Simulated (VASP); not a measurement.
Method: PBEsol GGA, VASP's PBE PAW potentials (set 64) (plane waves; VASP).

VASP ran on this input.

**INCAR**
```
! general
SYSTEM  = InN
PREC    = Accurate
ENCUT   = 520   ! plane-wave cut-off (eV)
LREAL   = .False.   ! projection in real space or not
LASPH   = .True.

! electronic loop
EDIFF   = 1E-6   ! SCF stop (eV)
NELM    = 100   ! most electronic steps
ALGO    = Normal   ! blocked Davidson
LMAXMIX = 4   ! l cut-off of mixed one-centre charges

! smearing
ISMEAR  = 0   ! Gaussian
SIGMA   = 0.05

! functional
GGA     = PS

! ions
IBRION  = 2
NSW     = 60   ! most ionic steps
ISIF    = 3   ! ions, shape and volume
EDIFFG  = -0.01   ! ionic stop

! output
LWAVE   = .False.
LCHARG  = .False.
```

File POSCAR:
```
InN
1.0
  3.4782900000   0.0000000000   0.0000000000
 -1.7391450000   3.0122880000   0.0000000000
  0.0000000000   0.0000000000   5.6807100000
In N
2 2
Direct
  0.3333330000   0.6666670000   0.0000000000
  0.6666670000   0.3333330000   0.5000000000
  0.3333330000   0.6666670000   0.3750000000
  0.6666670000   0.3333330000   0.8750000000
```

**KPOINTS**
```
kpoints
0
gamma
  8 8 4
```

POTCAR, in this order: In_d N (PBE.64 set). Program: vasp_std.

Output

**OSZICAR**
```
       N       E                     dE             d eps       ncg     rms          rms(c)
DAV:   1     0.345741237559E+03    0.34574E+03   -0.18322E+04  1320   0.229E+03
DAV:   2     0.186624962770E+02   -0.32708E+03   -0.31778E+03  1380   0.488E+02
DAV:   3    -0.258616512489E+02   -0.44524E+02   -0.43849E+02  1796   0.186E+02
DAV:   4    -0.272995408784E+02   -0.14379E+01   -0.14350E+01  1598   0.362E+01
DAV:   5    -0.273444293437E+02   -0.44888E-01   -0.44878E-01  1714   0.589E+00    0.145E+01
DAV:   6    -0.230495083616E+02    0.42949E+01   -0.17836E+01  2290   0.613E+01    0.107E+01
DAV:   7    -0.231663536264E+02   -0.11685E+00   -0.21662E+00  1356   0.116E+01    0.336E+00
DAV:   8    -0.231235506532E+02    0.42803E-01   -0.20092E-01  2136   0.520E+00    0.175E+00
DAV:   9    -0.231084645294E+02    0.15086E-01   -0.46679E-02  2158   0.350E+00    0.410E-01
DAV:  10    -0.231070041610E+02    0.14604E-02   -0.57439E-03  2118   0.111E+00    0.218E-01
DAV:  11    -0.231073117088E+02   -0.30755E-03   -0.55060E-03  2266   0.784E-01    0.153E-01
DAV:  12    -0.231070518729E+02    0.25984E-03   -0.13777E-03  2066   0.479E-01    0.387E-02
DAV:  13    -0.231070634387E+02   -0.11566E-04   -0.90963E-05  1808   0.829E-02    0.146E-02
DAV:  14    -0.231070633523E+02    0.86470E-07   -0.26041E-06  1600   0.182E-02
   1 F= -.23107063E+02 E0= -.23106948E+02  d E =-.231071E+02
       N       E                     dE             d eps       ncg     rms          rms(c)
DAV:   1    -0.250077119975E+02   -0.19006E+01   -0.57947E+01  1608   0.173E+02    0.916E+00
DAV:   2    -0.234222820203E+02    0.15854E+01   -0.40036E+00  1774   0.424E+01    0.338E+00
DAV:   3    -0.231184257515E+02    0.30386E+00   -0.10134E+00  1668   0.266E+01    0.814E-01
DAV:   4    -0.231171157910E+02    0.13100E-02   -0.13659E-01  1968   0.346E+00    0.680E-01
DAV:   5    -0.231156391379E+02    0.14767E-02   -0.59227E-03  1652   0.627E-01    0.549E-01
DAV:   6    -0.231150801828E+02    0.55896E-03   -0.34160E-03  1784   0.861E-01    0.311E-01
DAV:   7    -0.231147679805E+02    0.31220E-03   -0.10359E-03  1478   0.337E-01    0.562E-02
DAV:   8    -0.231147939781E+02   -0.25998E-04   -0.17329E-04  1692   0.970E-02    0.405E-02
DAV:   9    -0.231147756156E+02    0.18363E-04   -0.36532E-05  1908   0.748E-02    0.128E-02
DAV:  10    -0.231147755740E+02    0.41605E-07   -0.59411E-06  1512   0.178E-02
   2 F= -.23114776E+02 E0= -.23114648E+02  d E =-.771222E-02
       N       E                     dE             d eps       ncg     rms          rms(c)
DAV:   1    -0.236265701155E+02   -0.51179E+00   -0.12419E+01  1578   0.726E+01    0.508E+00
DAV:   2    -0.232165222100E+02    0.41005E+00   -0.10317E+00  1670   0.235E+01    0.160E+00
DAV:   3    -0.231548679782E+02    0.61654E-01   -0.20982E-01  1772   0.116E+01    0.720E-01
DAV:   4    -0.231535337911E+02    0.13342E-02   -0.29634E-02  2034   0.188E+00    0.332E-01
DAV:   5    -0.231534415496E+02    0.92241E-04   -0.92342E-03  1968   0.850E-01    0.368E-01
DAV:   6    -0.231530862453E+02    0.35530E-03   -0.11266E-03  1938   0.459E-01    0.636E-02
DAV:   7    -0.231530009152E+02    0.85330E-04   -0.61214E-04  2158   0.266E-01    0.539E-02
DAV:   8    -0.231530112619E+02   -0.10347E-04   -0.61834E-05  1830   0.625E-02    0.344E-02
DAV:   9    -0.231530131228E+02   -0.18609E-05   -0.52135E-06  1490   0.229E-02    0.103E-02
DAV:  10    -0.231530118678E+02    0.12550E-05   -0.30516E-06  1338   0.184E-02    0.536E-03
DAV:  11    -0.231530119103E+02   -0.42517E-07   -0.20647E-07   672   0.543E-03
   3 F= -.23153012E+02 E0= -.23152892E+02  d E =-.459486E-01
       N       E                     dE             d eps       ncg     rms          rms(c)
DAV:   1    -0.231532203514E+02   -0.20848E-03   -0.58392E-03  1584   0.163E+00    0.105E-01
DAV:   2    -0.231530363251E+02    0.18403E-03   -0.45108E-04  1746   0.492E-01    0.348E-02
DAV:   3    -0.231530069548E+02    0.29370E-04   -0.97983E-05  1700   0.262E-01    0.121E-02
DAV:   4    -0.231530078482E+02   -0.89335E-06   -0.11731E-05  2004   0.378E-02    0.854E-03
DAV:   5    -0.231530081264E+02   -0.27822E-06   -0.13638E-06   738   0.117E-02
   4 F= -.23153008E+02 E0= -.23152888E+02  d E =-.459448E-01
       N       E                     dE             d eps       ncg     rms          rms(c)
DAV:   1    -0.231545394728E+02   -0.15316E-02   -0.17007E-01  1320   0.314E+00    0.224E-01
DAV:   2    -0.231543563744E+02    0.18310E-03   -0.74440E-03  2118   0.112E+00    0.124E-01
DAV:   3    -0.231540434656E+02    0.31291E-03   -0.36277E-04  2012   0.267E-01    0.536E-02
DAV:   4    -0.231539772234E+02    0.66242E-04   -0.10382E-04  2162   0.168E-01    0.219E-02
DAV:   5    -0.231539784115E+02   -0.11882E-05   -0.20084E-05  1882   0.471E-02    0.546E-03
DAV:   6    -0.231539783509E+02    0.60643E-07   -0.51062E-07   696   0.108E-02
   5 F= -.23153978E+02 E0= -.23153852E+02  d E =-.970224E-03
       N       E                     dE             d eps       ncg     rms          rms(c)
DAV:   1    -0.231577714681E+02   -0.37931E-02   -0.86533E-01  1320   0.707E+00    0.508E-01
DAV:   2    -0.231568288334E+02    0.94263E-03   -0.37903E-02  2118   0.252E+00    0.278E-01
DAV:   3    -0.231552229393E+02    0.16059E-02   -0.18427E-03  2014   0.611E-01    0.120E-01
DAV:   4    -0.231548941423E+02    0.32880E-03   -0.54118E-04  2148   0.376E-01    0.504E-02
DAV:   5    -0.231548994941E+02   -0.53519E-05   -0.10015E-04  1882   0.108E-01    0.143E-02
DAV:   6    -0.231548993729E+02    0.12126E-06   -0.34235E-06  1354   0.244E-02
   6 F= -.23154899E+02 E0= -.23154756E+02  d E =-.189125E-02
```

### OUTCAR
```
------------------------ aborting loop because EDIFF is reached ----------------------------------------
  FORCE on cell =-STRESS in cart. coord.  units (eV):
  Direction    XX          YY          ZZ          XY          YZ          ZX
  --------------------------------------------------------------------------------------
  Total        0.0210536      0.0210537      0.0122777      0.0000000      0.0000000      0.0000000
  in kB        0.5443529      0.5443531      0.3174466      0.0000000      0.0000000      0.0000000
  external PRESSURE =       0.4687175 kB  Pullay stress =       0.0000000 kB
  volume of cell :       61.97
      direct lattice vectors                 reciprocal lattice vectors
     3.537861811  0.000000000  0.000000000     0.282656603  0.163191838  0.000000000
    -1.768930905  3.063878727  0.000000000     0.000000000  0.326383675  0.000000000
    -0.000000000  0.000000000  5.716693240     0.000000000  0.000000000  0.174926301
 POSITION                                       TOTAL-FORCE (eV/Angst)
 -----------------------------------------------------------------------------------
     -0.00000      2.04259      5.70591         0.000000      0.000000     -0.001772
      1.76893      1.02129      2.84756        -0.000000      0.000000     -0.001772
     -0.00000      2.04259      2.15454        -0.000000      0.000000      0.001772
      1.76893      1.02129      5.01289         0.000000     -0.000000      0.001772
 -----------------------------------------------------------------------------------
    total drift:                               -0.001308      0.000755     -0.002137
  FREE ENERGIE OF THE ION-ELECTRON SYSTEM (eV)
  ---------------------------------------------------
  free  energy   TOTEN  =       -23.1548993729 eV

  energy  without entropy=      -23.1546119440  energy(sigma->0) =      -23.15475566

 reached required accuracy - stopping structural energy minimisation
```
(Selected blocks of OUTCAR.)

### CONTCAR
```
InN
   1.00000000000000
     3.5378618107911741    0.0000000000000000    0.0000000000000000
    -1.7689309053955871    3.0638787272214993    0.0000000000000000
    -0.0000000000000000    0.0000000000000000    5.7166932402973112
  In              N
     2     2
Direct
     0.3333330000000032    0.6666669999999968    0.9981138253796483
     0.6666669999999968    0.3333330000000032    0.4981138253796483
     0.3333330000000032    0.6666669999999968    0.3768861746203517
     0.6666669999999968    0.3333330000000032    0.8768861746203517
```

Energy and stress use the plane-wave basis of the starting cell.

The structure was generated: InN was put into the wurtzite type (P6_3mc), which need not be its known phase. This run relaxes it. Symmetry was kept, so distortions that lower it aren't found.
